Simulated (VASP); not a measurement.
# TiAl (Pm-3m) in VASP: a series of runs

Runs on TiAl. Level: PBE. Tasks: single point.

All numbers are computed with VASP 6.6.1; they aren't measurements. Logs are shortened: lines on timing, memory, paths and dates and some standing lists are left out, and cuts for length are marked.

**1. Starting point**

The structure is cubic, space group Pm-3m (No. 221). The conventional cell has a = 3.179 Å, b = 3.179 Å, c = 3.179 Å, α = 90.00°, β = 90.00°, γ = 90.00°. Ti (site symmetry m-3m) has 8 Al at 2.75 Å as nearest neighbours. Al (site symmetry m-3m) has 8 Ti at 2.75 Å as nearest neighbours.

The cell comes from a database or a generator and needn't be the stable form of this composition.

**2. Single point, PBE**

INCAR

```
SYSTEM = TiAl
  ADDGRID = .FALSE.
  ALGO = Normal
  EDIFF = 1E-4
  ENCUT = 460
  GGA = PE
  ISIF = 2
  ISMEAR = -1
  LASPH = .TRUE.
  LCHARG = .FALSE.
  LREAL = Auto
  LWAVE = .FALSE.
  NELM = 100
  PREC = Normal
  SIGMA = 0.1
```

KPOINTS

```
k-points
0
G
  7 7 7
  0 0 0
```

POSCAR

```
TiAl
1.0
    3.1790640000      0.0000000000      0.0000000000
    0.0000000000      3.1790640000      0.0000000000
    0.0000000000      0.0000000000      3.1790640000
Ti Al
1 1
Direct
    0.0000000000      0.0000000000      0.0000000000
    0.5000000000      0.5000000000      0.5000000000
```

Potentials or basis: VASP PAW PBE potentials, release 64 (Ti_sv, Al).

Command:

```
> cat potpaw_PBE.64/Ti_sv/POTCAR potpaw_PBE.64/Al/POTCAR > POTCAR
> mpirun -np 1 vasp_std > vasp.out
```

OUTCAR:

```text
SYSTEM = TiAl
   EDIFF = 1E-4
   ENCUT = 460
   GGA = PE
   ISIF = 2
   ISMEAR = -1
   LASPH = .TRUE.
   LREAL = Auto
   NELM = 100
   PREC = Normal

 Found     20 irreducible k-points:

 Following reciprocal coordinates:
            Coordinates               Weight
  0.000000  0.000000  0.000000      1.000000
  0.142857  0.000000  0.000000      6.000000
  0.285714  0.000000  0.000000      6.000000
  0.428571  0.000000  0.000000      6.000000
  0.142857  0.142857  0.000000     12.000000
  0.285714  0.142857  0.000000     24.000000
   k-points           NKPTS =     20   k-points in BZ     NKDIM =     20   number of bands    NBANDS=     11
   number of dos      NEDOS =    301   number of ions     NIONS =      2
   total plane-waves  NPLWV =   5832
   dimension x,y,z NGX =    18 NGY =   18 NGZ =   18
   dimension x,y,z NGXF=    36 NGYF=   36 NGZF=   36
   ions per type =               1   1
   NGX,Y,Z   is equivalent  to a cutoff of   9.41,  9.41,  9.41 a.u.
   NGXF,Y,Z  is equivalent  to a cutoff of  18.83, 18.83, 18.83 a.u.
 SYSTEM =  TiAl
   PREC   = normal    normal or accurate (medium, high low for compatibility)
   ISTART =      0    job   : 0-new  1-cont  2-samecut
   ICHARG =      2    charge: 1-file 2-atom 10-const
   ISPIN  =      1    spin polarized calculation?
   LNONCOLLINEAR =      F non collinear calculations
   LSORBIT =      F    spin-orbit coupling
   LASPH  =      T    aspherical Exc in radial PAW
   ENCUT  =  460.0 eV  33.81 Ry    5.81 a.u.   5.56  5.56  5.56*2*pi/ulx,y,z
   NELM   =    100;   NELMIN=  2; NELMDL= -5     # of ELM steps
   EDIFF  = 0.1E-03   stopping-criterion for ELM
   LREAL  =      T    real-space projection
   EDIFFG = 0.1E-02   stopping-criterion for IOM
   NSW    =      0    number of steps for IOM
   IBRION =     -1    ionic relax: 0-MD 1-quasi-New 2-CG
   NFREE  =      0    steps in history (QN), initial steepest desc. (CG)
   ISIF   =      2    stress and relaxation
   ISYM   =      2    0-nonsym 1-usesym 2-fastsym
   POTIM  = 0.5000    time-step for ionic-motion
   TEBEG  =    0.0;   TEEND  =   0.0 temperature during run
   PSTRESS=    0.0 pullay stress
   NELECT =      15.0000    total number of electrons
   NUPDOWN=      -1.0000    fix difference up-down
   EMIN   =  10.00;   EMAX   =-10.00  energy-range for DOS
   EFERMI =   0.00;   METHOD = LEGACY
   ISMEAR =    -1;   SIGMA  =   0.10  broadening in eV -4-tet -1-fermi 0-gaus
   EFERMI_NEDOS =   21; number of points for ismear=-14 and -15
   IALGO  =     38    algorithm
   IMIX   =      4    mixing-type and parameters
     AMIX     =   0.40;   BMIX     =  1.00
     AMIX_MAG =   1.60;   BMIX_MAG =  1.00
  volume/ion in A,a.u.               =      16.06       108.41
  Fermi-wavevector in a.u.,A,eV,Ry     =   1.270007  2.399964 21.945065  1.612917
  Thomas-Fermi vector in A             =   2.403017
   LORBIT       =      0    0 simple, 1 ext, 2 COOP (PROOUT), +10 PAW based schemes
   GGA     = PE    functional components
   LHFCALC =     F    Hartree Fock is set to
   AEXX    =    0.0000 exact exchange contribution
   IVDW    =     0    specifies the selected vdW correction
   LEPSILON=     F    determine dielectric tensor
   LRPA    =     F    only Hartree local field effects (RPA)
 non-spin polarized calculation
  energy-cutoff  :      460.00
  volume of cell :       32.13
 maximum number of plane-waves:       739
   NGX = 11   NGY = 11   NGZ = 11

 number of electron      14.9999947 magnetization

 Free energy of the ion-electron system (eV)
  ---------------------------------------------------
  ext. energy  EPLUGINS =         0.00000000
  ---------------------------------------------------
  free energy    TOTEN  =       -12.14621046 eV

  energy without entropy =      -12.07832867  energy(sigma->0) =      -12.11226957

 E-fermi :   8.8042     XC(G=0): -11.0854

 val. band max:        8.7952600765   @ k =   0.2857   0.2857   0.0000
 cond. band min:       8.9429427996   @ k =   0.2857   0.2857   0.1429
 fundamental gap:      0.1476827231
 Fermi energy:         8.8041593473

 k-point     1 :       0.0000    0.0000    0.0000
  band No.  band energies     occupation
      1     -48.1032      2.00000
      2     -24.3086      2.00000
      3     -24.3086      2.00000
      4     -24.3086      2.00000
      5      -0.4926      2.00000
      6       7.3433      2.00000
      7       7.3433      2.00000
      8      10.5910      0.00000
      9      10.5910      0.00000
     10      10.5910      0.00000
     11      13.1945      0.00000

 k-point     2 :       0.1429    0.0000    0.0000
  band No.  band energies     occupation
      1     -48.1004      2.00000
      2     -24.3411      2.00000
      3     -24.3058      2.00000
      4     -24.3058      2.00000
      5      -0.1693      2.00000
      6       7.1298      2.00000
      7       7.4860      2.00000
      8      10.1183      0.00000
      9      10.1183      0.00000
     10      10.6283      0.00000
     11      12.1711      0.00000

 k-point     3 :       0.2857    0.0000    0.0000
  band No.  band energies     occupation
      1     -48.0940      2.00000
      2     -24.4136      2.00000
      3     -24.2994      2.00000
      4     -24.2994      2.00000
      5       0.7645      2.00000
      6       6.0261      2.00000
      7       7.8434      1.99987
      8       9.4126      0.00455
      9       9.4126      0.00455
     10      10.7138      0.00000
     11      11.4826      0.00000

 k-point     4 :       0.4286    0.0000    0.0000
  band No.  band energies     occupation
      1     -48.0889      2.00000
      2     -24.4711      2.00000
      3     -24.2943      2.00000
      4     -24.2943      2.00000
      5       2.1797      2.00000
      6       4.2157      2.00000
      7       8.1796      1.99613
      8       8.9926      0.26383
      9       8.9926      0.26383
     10      10.7842      0.00000
     11      11.7027      0.00000

 k-point     5 :       0.1429    0.1429    0.0000
  band No.  band energies     occupation
      1     -48.0975      2.00000
      2     -24.3396      2.00000
      3     -24.3363      2.00000
      4     -24.3030      2.00000
      5       0.1455      2.00000
      6       7.2073      2.00000
      7       7.3872      2.00000
      8       9.5895      0.00078
      9      10.0274      0.00001
     10      10.3736      0.00000
     11      12.5178      0.00000

 k-point     6 :       0.2857    0.1429    0.0000
  band No.  band energies     occupation
      1     -48.0912      2.00000
      2     -24.4097      2.00000
      3     -24.3308      2.00000
      4     -24.2966      2.00000
      5       1.0510      2.00000
      6       6.2169      2.00000
      7       7.6961      1.99997
      8       9.0456      0.16411
      9       9.4791      0.00234
     10      10.3907      0.00000
     11      11.7220      0.00000

 [... further k-points ...]

------------------------ aborting loop because EDIFF is reached ----------------------------------------

  FORCE on cell =-STRESS in cart. coord.  units (eV):
  Direction    XX          YY          ZZ          XY          YZ          ZX
  --------------------------------------------------------------------------------------
  -------------------------------------------------------------------------------------
  Total       -0.0801923     -0.0801923     -0.0801923     -0.0000000     -0.0000000     -0.0000000
  in kB       -3.9989470     -3.9989470     -3.9989470     -0.0000000     -0.0000000     -0.0000000
  external PRESSURE =      -3.9989470 kB  Pullay stress =       0.0000000 kB

 VOLUME and BASIS-vectors are now :
 -----------------------------------------------------------------------------
  energy-cutoff  :      460.00
  volume of cell :       32.13
      direct lattice vectors                 reciprocal lattice vectors
     3.179064000  0.000000000  0.000000000     0.314557996  0.000000000  0.000000000
     0.000000000  3.179064000  0.000000000     0.000000000  0.314557996  0.000000000
     0.000000000  0.000000000  3.179064000     0.000000000  0.000000000  0.314557996

 POSITION                                       TOTAL-FORCE (eV/Angst)
 -----------------------------------------------------------------------------------
      0.00000      0.00000      0.00000         0.000000      0.000000      0.000000
      1.58953      1.58953      1.58953         0.000000      0.000000      0.000000
 -----------------------------------------------------------------------------------
    total drift:                               -0.000000      0.000000      0.000000

  FREE ENERGIE OF THE ION-ELECTRON SYSTEM (eV)
  ---------------------------------------------------
  free  energy   TOTEN  =       -12.1462104627 eV

  energy  without entropy=      -12.0783286687  energy(sigma->0) =      -12.11226957
```

Wall time 2.3 s (1 thread of Intel Xeon 6975P-C (Granite Rapids), shared host); peak memory 0.11 GiB.

These settings aren't checked as converged: the numbers below hold their error.

Results:

```yaml
Free_energy: -12.1462 eV
Pressure: -0.4 GPa
Band_gap_on_the_k_mesh: none (metal or under the smearing width)
```

**3. Single point, PBE**

INCAR

```
SYSTEM = TiAl
  ADDGRID = .FALSE.
  ALGO = Normal
  EDIFF = 1E-6
  ENCUT = 280
  GGA = PE
  ISIF = 2
  ISMEAR = -1
  LASPH = .TRUE.
  LCHARG = .FALSE.
  LREAL = .FALSE.
  LWAVE = .FALSE.
  NELM = 100
  PREC = Accurate
  SIGMA = 0.1
```

KPOINTS

```
k-points
0
G
  9 9 9
  0 0 0
```

POSCAR is that of step 2.

Potentials or basis: VASP PAW PBE potentials, release 64 (Ti_sv, Al).

Command:

```
> cat potpaw_PBE.64/Ti_sv/POTCAR potpaw_PBE.64/Al/POTCAR > POTCAR
> mpirun -np 1 vasp_std > vasp.out
```

Wall time 2.6 s (1 thread of Intel Xeon 6975P-C (Granite Rapids), shared host); peak memory 0.12 GiB.

These settings aren't checked as converged: the numbers below hold their error.

Results:

| Quantity | Value |
| --- | --- |
| Free energy | -12.1302 eV |
| Band gap on the k mesh | none (metal or under the smearing width) |

Caveat: the cutoff is under 1.25 times the usual one of these potentials, so pressure, stress and relaxed cells hold a basis-set (Pulay) error.

**4. Single point, PBE**

Edit INCAR of step 3 so:

```diff
@@ -4,3 +4,3 @@
   EDIFF = 1E-6
-  ENCUT = 280
+  ENCUT = 650
   GGA = PE
```

KPOINTS

```
k-points
0
G
  6 6 6
  0 0 0
```

POSCAR is that of step 3.

Command:

```
> cat potpaw_PBE.64/Ti_sv/POTCAR potpaw_PBE.64/Al/POTCAR > POTCAR
> mpirun -np 1 vasp_std > vasp.out
```

Run time: 4.6 s. Hardware: 1 thread of Intel Xeon 6975P-C (Granite Rapids), shared host; peak memory 0.16 GiB.

The run converged, but some of its settings lie outside the range that counts as converged, so its numbers aren't taken as properties of the crystal.

Results:

* Free energy: -12.1477 eV
* Pressure: 0.8 GPa
* Band gap on the k mesh: none (metal or under the smearing width)

[end of part 1 of 2]
